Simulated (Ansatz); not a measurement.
## MnO under changes of volume

One of the cells (14.337 Å³/atom); the others are scaled copies at fixed shape and fractional positions:

```xyz
2
Lattice="2.9713 -1.7170 0.0000 2.9713 1.7170 0.0000 -1.9846 0.0000 2.8103" Properties=species:S:1:pos:R:3 pbc="T T T"
Mn    1.9788    0.0000    1.4070
O     3.9609    0.0000    0.7007
```

The cell comes from a database or a generator and needn't be the stable form of this composition.

- Program: Ansatz 0.2.0
- Functional: PBEsol
- Potentials or basis: all-electron LAPW, scalar-relativistic
- Cutoff: 365 eV (chosen from the basis error)
- Basis error allowed: 0.001 eV/atom
- k mesh: 9 × 9 × 9
- Occupations: fermi-dirac, width 0.05 eV
- Spin: collinear spin, ferromagnetic start
- Starting moments: [4.0, 0.0] μB

```tsv
volume (Å³/atom)	energy over the lowest point (meV/atom)	pressure (GPa)	moment (μB per cell)	largest force (eV/Å)
13.477	0.00	-2.4	4.96	0.003
13.764	5.47	-4.4	4.99	0.002
14.050	14.99	-6.5	5.00	0.001
14.337	28.24	-8.4	5.00	0.002
14.624	?	?	?	?
14.911	64.15	-11.6	5.00	0.003
15.197	86.10	-12.9	5.00	0.004
```

What does the run at 14.624 Å³/atom give?

Energy over the lowest point 44.75 meV/atom; pressure -10.1 GPa; moment 5.00 μB per cell; largest force 0.002 eV/Å.

Worked out: A Birch-Murnaghan fit of order 3 (a polynomial in V^(-2/3)) to the other rows has its minimum at 13.28 Å³/atom, just outside them, with B0 = V·E''(V) = 129 GPa and B' = 4.3 at fixed shape and positions, which overstates the stiffness. It gives 44.73 meV/atom at 14.624 Å³/atom, against the run's 44.75, and -dE/dV = -10.1 GPa, against -10.1. A parabola through the other rows of the moment, of slope -6.69e-05 μB per Å³/atom there, gives 5.01 μB, against the run's 5.00.

Energies are extrapolated to zero smearing.

Caveats: a cell with one magnetic atom can't hold antiferromagnetic order, which such compounds often take.
